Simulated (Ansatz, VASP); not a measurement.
# InGaP2 (Ga0.51In0.49P, zinc blende alloy lattice matched to GaAs) in two plane-wave programs

One calculation is typed for both programs; each brings its own data sets. How far apart do they land? The cell is invented: As first built, before any earlier steps moved the atoms (in the runner's words): 1x2x2 conventional cells of the GaP type (32 atoms: 16 P, 8 Ga, 8 In); Ga/In share their sites, the best of 600 random draws by like-pair counts in two shells; start lattice by linear mixing of the end members' cells; atoms moved at random by 0.02 A. It may not be a known or stable phase. Of the first pair: The structure shown is the start of the Ansatz relaxation below; VASP solves that cell, so the two are compared at the walk's first step.

Program: Ansatz 0.2.0. Level of theory: plane waves, with VASP 6.6.1 beside it; single point at r2SCAN. Results are calculated unless marked as measured.

## Step 1: Set-up

The cell holds 32 atoms: 16 P, 8 Ga and 8 In. Cell: a = 5.656 Å, b = 11.311 Å, c = 11.311 Å, α = 89.9°, β = 90.0°, γ = 90.0°. It derives from GaP (GaP type, space group 216), repeated 1×2×2. As first built, before any earlier steps moved the atoms (in the runner's words): 1x2x2 conventional cells of the GaP type (32 atoms: 16 P, 8 Ga, 8 In); Ga/In share their sites, the best of 600 random draws by like-pair counts in two shells; start lattice by linear mixing of the end members' cells; atoms moved at random by 0.02 A.

## Step 2: Ansatz: relaxation, r2SCAN

Ansatz runs on its default PAW (the set named soft_2) files.

The two programs are compared at the cell with which this relaxation starts, whose forces are those of its first step.

input.yaml reads:

```yaml
crystal:
  lattice:
    - [5.65624, 1.0e-05, 0.00013]
    - [2.0e-05, 11.31126, 0.01241]
    - [0.00026, 0.01241, 11.31125]
  atoms:
    - { symbol: P, position: [0.25025, 0.13956, 0.37394] }
    - { symbol: P, position: [0.2367, 0.37981, 0.1302] }
    - { symbol: P, position: [0.78406, 0.12638, 0.12385] }
    - { symbol: P, position: [0.73173, 0.36651, 0.36669] }
    - { symbol: P, position: [0.23677, 0.12008, 0.87047] }
    - { symbol: P, position: [0.25019, 0.36029, 0.6267] }
    - { symbol: P, position: [0.73177, 0.13336, 0.63387] }
    - { symbol: P, position: [0.78404, 0.37346, 0.87675] }
    - { symbol: P, position: [0.26517, 0.61639, 0.36673] }
    - { symbol: P, position: [0.25015, 0.87632, 0.1107] }
    - { symbol: P, position: [0.73173, 0.61634, 0.11681] }
    - { symbol: P, position: [0.75801, 0.8767, 0.37352] }
    - { symbol: P, position: [0.25029, 0.62351, 0.88991] }
    - { symbol: P, position: [0.26506, 0.8835, 0.63394] }
    - { symbol: P, position: [0.75805, 0.62315, 0.62702] }
    - { symbol: P, position: [0.73172, 0.88352, 0.88372] }
    - { symbol: Ga, position: [0.00016, 0.00019, 0.99624] }
    - { symbol: Ga, position: [0.00018, 0.25395, 0.25005] }
    - { symbol: Ga, position: [0.00019, 0.24583, 0.7506] }
    - { symbol: Ga, position: [0.49865, 0.00512, 0.75547] }
    - { symbol: Ga, position: [0.49847, 0.24995, 0.50031] }
    - { symbol: Ga, position: [0.00022, 0.49962, 0.00432] }
    - { symbol: Ga, position: [0.49866, 0.4948, 0.24512] }
    - { symbol: Ga, position: [0.49837, 0.74996, 0.00032] }
    - { symbol: In, position: [0.50018, 0.00471, 0.24552] }
    - { symbol: In, position: [0.50126, 0.24995, 0.00035] }
    - { symbol: In, position: [0.00011, 0.00891, 0.50526] }
    - { symbol: In, position: [0.0, 0.74493, 0.24129] }
    - { symbol: In, position: [0.00016, 0.4909, 0.49529] }
    - { symbol: In, position: [3.0e-05, 0.75484, 0.75934] }
    - { symbol: In, position: [0.50027, 0.49514, 0.75504] }
    - { symbol: In, position: [0.50037, 0.74998, 0.50033] }
kpoints:
  mp_grid: { grid: [3, 2, 2], shift: [0.0, 0.5, 0.5] }
hamiltonian:
  xc: r2scan
scf:
  occupations: { method: fermi_dirac, width: 0.01 }
output:
  forces: true
  stress: true
relax:
  f_tol: 0.02
  max_steps: 45
  cell: { stress_tol: 0.1 }
```

Launch:

```sh
$ ansatz run input.yaml --threads 8 --pin off --max-ram 15360MiB --backend cpu --events-out ev --progress --plain --runs-dir out
```

Numbers of over 12 decimals in the logs are rounded to 6 here.

The log of the run:

```text
The last accepted step is kept in <dir> (removed where the run ends without a failure and the disk answers)
Engine: ansatz 0.2.0, x86_64-unknown-linux-gnu
Pseudopotentials: kind: paw
Pseudopotential: P, paw, valence charge 5, recommended cutoff 500 eV (meta_gga), P.paw.azcp
Pseudopotential: Ga, paw, valence charge 13, recommended cutoff 500 eV (meta_gga), Ga.paw.azcp
Pseudopotential: In, paw, valence charge 13, recommended cutoff 500 eV (meta_gga), In.paw.azcp
Functional definition: r2SCAN
  parameter k0 = 0.174
  parameter k1 = 0.065
  parameter a1 = 4.9479
  exchange = r2scan_x(k0 = k0, k1 = k1, a1 = a1)
  correlation = r2scan_c
Crystal: 32 atoms, lattice volume = 723.684 Å³
Basis set: ecut = 500 eV, 18395 PW (Γ), exchange–correlation on 180×360×360 points (64 copies of the dense FFT grid, shifted against one another)
Bands: 176, of which v1, the nominal top of the filled ones, is band 144 counted from 1 (143 counted from 0)
Symmetry: 1 space group operations
Space group: P1 (ITA 1), of the structure as read, at distance tolerance 9.0e-5 Å
k-points: 6 of 12 (time reversal used)
Non-local potential: P, projectors of the file, l = 0: 2, l = 1: 2, l = 2: 2
Non-local potential: Ga, projectors of the file, l = 0: 2, l = 1: 2, l = 2: 3, l = 3: 1
Non-local potential: In, projectors of the file, l = 0: 2, l = 1: 2, l = 2: 2, l = 3: 2
PAW form: soft (Blöchl's): semilocal exchange-correlation on the pseudo side does not see the compensation charge
PAW frozen core: P, regenerated for the run's functional (the file was generated under x = pbe(κ = 0.804, μ = 0.219515), c = pbe(β = 0.066725))
PAW frozen core: Ga, regenerated for the run's functional (the file was generated under x = pbe(κ = 0.804, μ = 0.219515), c = pbe(β = 0.066725))
PAW frozen core: In, regenerated for the run's functional (the file was generated under x = pbe(κ = 0.804, μ = 0.219515), c = pbe(β = 0.066725))
PAW one-centre angular grid: P, 302 points (default); XC on 160 Gauss nodes
PAW one-centre angular grid: Ga, 590 points (default); XC on 160 Gauss nodes
PAW one-centre angular grid: In, 590 points (default); XC on 289 of its mesh's 2783 points in the sphere
Initial density: superposition of atomic densities (neutral atoms: chi_scale 0, normalization atom), corrected by the library's trained network
Initial wavefunctions: pseudopotential atomic-orbital guess
Functional: x = r2scan, c = r2scan; τ floored in thin density (d = 2e-4 eV/Å³)
SCF iter   1: F=—  HF=-87376.944632 eV  |F-HF|=—  |Δ(HF+E_count)|=         —  Δρ=7.60e-3  dr2=2.69e-1  dr2_τ=1.51e-1  ethr=1.77e-3  ⟨swp⟩=8.0  Hψ=4828  notcnv=0  defer=7
preconditioner: auto → Resta (q_TF=auto, 2.340 Å⁻¹)  ε∞=3.7  [insulator: Δε(μ)=1.944 eV  Ē_g=14.360 eV  σ=0.010 eV  W_gap=1.00  n_scr=156 (ndim 8)  ℏωp=23.4 eV  f_vac=0.014  D(μ)=0.00/eV (n_scr^D=0)  ε∞_Penn≈3.7]
SCF iter   2: F=—  HF=-87377.080255 eV  |F-HF|=—  |Δ(HF+E_count)|=   1.36e-1  Δρ=2.39e-3  dr2=2.49e-2  dr2_τ=1.30e-3  ethr=9.32e-5  ⟨swp⟩=3.0  Hψ=2142  notcnv=0  defer=162
SCF iter   3: F=—  HF=-87377.077115 eV  |F-HF|=—  |Δ(HF+E_count)|=   3.14e-3  Δρ=1.65e-3  dr2=9.95e-3  dr2_τ=2.29e-4  ethr=8.65e-6  ⟨swp⟩=2.0  Hψ=1788  notcnv=0  defer=102
automatic band count: iteration 3 solves 166 bands in place of 176: the levels show a gap, and the empty bands left out lie too high to hold charge; the band table lists the bands solved (type scf.n_extra_bands for more)
SCF iter   4: F=—  HF=-87377.078221 eV  |F-HF|=—  |Δ(HF+E_count)|=   1.11e-3  Δρ=3.52e-4  dr2=7.83e-4  dr2_τ=2.66e-5  ethr=3.46e-6  ⟨swp⟩=2.0  Hψ=1212  notcnv=0  defer=102
SCF iter   5: F=—  HF=-87377.078414 eV  |F-HF|=—  |Δ(HF+E_count)|=   1.92e-4  Δρ=7.12e-5  dr2=5.08e-5  dr2_τ=2.29e-6  ethr=2.72e-7  ⟨swp⟩=2.0  Hψ=1180  notcnv=0  defer=102
SCF iter   6: F=—  HF=-87377.078853 eV  |F-HF|=—  |Δ(HF+E_count)|=   4.39e-4  Δρ=2.02e-5  dr2=1.14e-5  dr2_τ=1.81e-7  ethr=1.76e-8  ⟨swp⟩=3.7  Hψ=2222  notcnv=0  defer=102
SCF iter   7: F=—  HF=-87377.078853 eV  |F-HF|=—  |Δ(HF+E_count)|=   1.17e-7  Δρ=5.94e-6  dr2=3.27e-7  dr2_τ=1.89e-8  ethr=3.97e-9  ⟨swp⟩=3.0  Hψ=1758  notcnv=0  defer=102
SCF iter   8: F=—  HF=-87377.078853 eV  |F-HF|=—  |Δ(HF+E_count)|=   1.76e-7  Δρ=3.17e-6  dr2=7.88e-8  dr2_τ=2.20e-9  ethr=3.47e-11  ⟨swp⟩=5.0  Hψ=3835  notcnv=0
SCF iter   9: F=-87377.078853 eV  HF=-87377.078853 eV  |F-HF|=1.14e-8  |Δ(HF+E_count)|=   3.68e-8  Δρ=1.19e-6  dr2=9.91e-9  dr2_τ=1.75e-10  ethr=2.74e-11  ⟨swp⟩=4.0  Hψ=3600  notcnv=0
SCF 1 converged in 9 iterations: F = -87377.078853 eV  dr2 = 9.91e-9
  greatest PAW one-centre occupation: 0.993 electrons in one spin orbital (limit 2), on the Ga atom at site 23 (counted from 0), in its partial waves of l = 2
[...]
SCF iter   5: F=—  HF=-87377.100660 eV  |F-HF|=—  |Δ(HF+E_count)|=   3.26e-7  Δρ=5.21e-6  dr2=2.19e-7  dr2_τ=5.93e-9  ethr=6.92e-11  ⟨swp⟩=5.3  Hψ=3874  notcnv=0
SCF iter   6: F=-87377.100660 eV  HF=-87377.100660 eV  |F-HF|=4.19e-8  |Δ(HF+E_count)|=   4.83e-8  Δρ=2.36e-6  dr2=4.29e-8  dr2_τ=1.05e-9  ethr=6.92e-11  ⟨swp⟩=5.0  Hψ=3409  notcnv=0
SCF 3 converged in 6 iterations: F = -87377.100660 eV  dr2 = 4.29e-8
[...]
basis re-selected at this cell: Δ(F+E_penalty+E_count) = -1.491e-3 eV, ΔP = +0.001 GPa vs the last step (what re-selecting the basis moved, of the pressure what is left beyond the Pulay correction that the steps carried, after the strain that the cell walked since its last selection, with what the two solves' SCF thresholds leave and, on support functions, any second-order correction that the steps lacked; it is no m [...]
SCF converged after 5 iterations
Free energy (F): -87377.102151 eV
Harris-Foulkes:  -87377.102151 eV  (|F-HF|=1.89e-10)
Internal energy: -87377.102151 eV  (E = F + TS)
E sigma→0 (E₀):  -87377.102151 eV
Fermi energy:    7.748708 eV
--- Per-component energies (eV) ---
  E_band       = -1055.825563
  E_kinetic    = 3984.449693
  E_local      = -29126.680064  (includes V_loc(G=0)·N_el)
  E_nonlocal   = 6897.368835
  E_hartree    = 12736.216556
  E_xc         = -3037.031185
  E_vxc        = -2364.486529  (∫ρ·V_xc dr)
  E_paw        = -58732.324854  (= ΣΔE_a)
  E_vpaw       = -6048.625045  (= ΣTr[D̂ρ^β])
  E_aug_tail   = -0.000246  (compensation charges beyond the density's cutoff)
  E_vtau       = 129.714352  (kinetic-family band-sum trace: ∫τ·v_τ [+ j·A + Jᵃ·Aᵃ] dr)
  E_ewald      = -20100.147218
  E_core_change = 1.046333  (= ΣΔE_core)
  E_smearing   = -0.000000  (= −TS)
  E_closure    = 0.000000  (closes the sum)
  Σ components = -87377.102151   (vs F -87377.102151, Δ=0.00e0)
--- Forces (eV/Å), atoms counted from 1 ---
  atom   1  P      0.00090133    -0.00096412    -0.00137244
  atom   2  P      0.00026450    -0.00213180    -0.00205228
  atom   3  P      0.00227581     0.00059227    -0.00064870
  atom   4  P     -0.00077460     0.00056861    -0.00010633
  atom   5  P      0.00031859     0.00203459     0.00211145
  atom   6  P      0.00086115     0.00094468     0.00148608
  atom   7  P     -0.00075687    -0.00055342     0.00010984
  atom   8  P      0.00227995    -0.00073044     0.00061402
  atom   9  P      0.00141508    -0.00061300    -0.00063284
  atom  10  P      0.00085048     0.00146753     0.00101589
  atom  11  P     -0.00071939    -0.00012067     0.00046847
  atom  12  P      0.00082264     0.00075844    -0.00074993
  atom  13  P      0.00091893    -0.00143603    -0.00093897
  atom  14  P      0.00135580     0.00064433     0.00067554
  atom  15  P      0.00085177    -0.00080475     0.00075073
  atom  16  P     -0.00077394     0.00010151    -0.00058639
  atom  17  Ga    -0.00089013    -0.00008554    -0.00066621
  atom  18  Ga    -0.00082152     0.00087659     0.00008032
  atom  19  Ga    -0.00087171    -0.00056445    -0.00023413
  atom  20  Ga     0.00023618    -0.00061384    -0.00048929
  atom  21  Ga     0.00082689    -0.00004136    -0.00007335
  atom  22  Ga    -0.00094085     0.00026707     0.00084882
  atom  23  Ga     0.00026926     0.00045371     0.00061063
  atom  24  Ga     0.00088590    -0.00014219    -0.00013552
  atom  25  In    -0.00130987    -0.00067682     0.00068250
  atom  26  In    -0.00279975    -0.00004684    -0.00005693
  atom  27  In    -0.00045066    -0.00023712     0.00071212
  atom  28  In    -0.00038400    -0.00057984     0.00024404
  atom  29  In    -0.00048140     0.00031799    -0.00062169
  atom  30  In    -0.00038567     0.00077187    -0.00032803
  atom  31  In    -0.00131774     0.00064924    -0.00062022
  atom  32  In    -0.00166569    -0.00010791    -0.00009544
  max |Σ_I F_I| component: 9.54e-6 eV/Å
--- Stress (GPa, compression-positive) ---
        0.002997      -0.000040      -0.000177
       -0.000040       0.002156       0.001209
       -0.000177       0.001209       0.002184
  P = ⅓ Tr σ = 0.0024 GPa (0.024 kbar)
--- Relaxed structure (3 steps of the walk, 3 accepted, 1 SCFs on fresh bases) ---
  F+E_penalty+E_count = -87377.10215069 eV   max|allowed force component| = 2.799e-3 eV/Å   (the final SCF, on the basis selected at the relaxed cell)
  cell:  # Å, volume = 731.8695 Å³
    - [5.676996, 5.132442371412871e-7, 1.1209248959748969e-5]
    - [7.125706800906587e-7, 11.354238, 0.014705]
    - [2.238566635117298e-5, 0.014705, 11.354232]
  atoms:
    - { symbol: P, position: [0.250179, 0.139722, 0.373900] }
    - { symbol: P, position: [0.236593, 0.379895, 0.130271] }
    - { symbol: P, position: [0.784567, 0.126355, 0.123873] }
    - { symbol: P, position: [0.731704, 0.366392, 0.366602] }
    - { symbol: P, position: [0.236598, 0.119960, 0.870335] }
    - { symbol: P, position: [0.250175, 0.360131, 0.626704] }
    - { symbol: P, position: [0.731708, 0.133461, 0.634001] }
    - { symbol: P, position: [0.784565, 0.373500, 0.876729] }
    - { symbol: P, position: [0.265354, 0.616191, 0.366567] }
    - { symbol: P, position: [0.250173, 0.876328, 0.110508] }
    - { symbol: P, position: [0.731706, 0.616227, 0.116767] }
    - { symbol: P, position: [0.758053, 0.876647, 0.373581] }
    - { symbol: P, position: [0.250179, 0.623526, 0.890098] }
    - { symbol: P, position: [0.265348, 0.883664, 0.634041] }
    - { symbol: P, position: [0.758055, 0.623207, 0.627020] }
    - { symbol: P, position: [0.731704, 0.883627, 0.883837] }
    - { symbol: Ga, position: [0.000245156, 0.000267903, 0.996264] }
    - { symbol: Ga, position: [0.000242095, 0.253961, 0.249961] }
    - { symbol: Ga, position: [0.000243526, 0.245887, 0.750646] }
    - { symbol: Ga, position: [0.498319, 0.00512592, 0.755499] }
    - { symbol: Ga, position: [0.497938, 0.249928, 0.500303] }
    - { symbol: Ga, position: [0.000246148, 0.499583, 0.00433716] }
    - { symbol: Ga, position: [0.498317, 0.494731, 0.245104] }
    - { symbol: Ga, position: [0.497936, 0.749929, 0.000304838] }
    - { symbol: In, position: [0.500465, 0.00470512, 0.245523] }
    - { symbol: In, position: [0.501563, 0.249930, 0.00030372] }
    - { symbol: In, position: [-2.3653886011766007e-6, 0.00899885, 0.505291] }
    - { symbol: In, position: [-7.120034410235306e-6, 0.744933, 0.241230] }
    - { symbol: In, position: [-2.7735805743859646e-6, 0.490852, 0.495310] }
    - { symbol: In, position: [-7.643204019690388e-6, 0.754915, 0.759378] }
    - { symbol: In, position: [0.500464, 0.495150, 0.755078] }
    - { symbol: In, position: [0.500352, 0.749930, 0.500304] }
```

(Continued in part 2 of 2.)

[Lines on the potential files, build, host, timing and source positions are cut from VASP's logs without a mark.]

[Logs are printed without paths, hosts, clocks, repeated set-up lines and the standing remarks that a program may print on its own settings, such as how far it seeks lower states.]

[Hosts, paths, dates, database ids (printed as entryN), source tags and the programs' standing remarks are cut or masked in the printed files.]
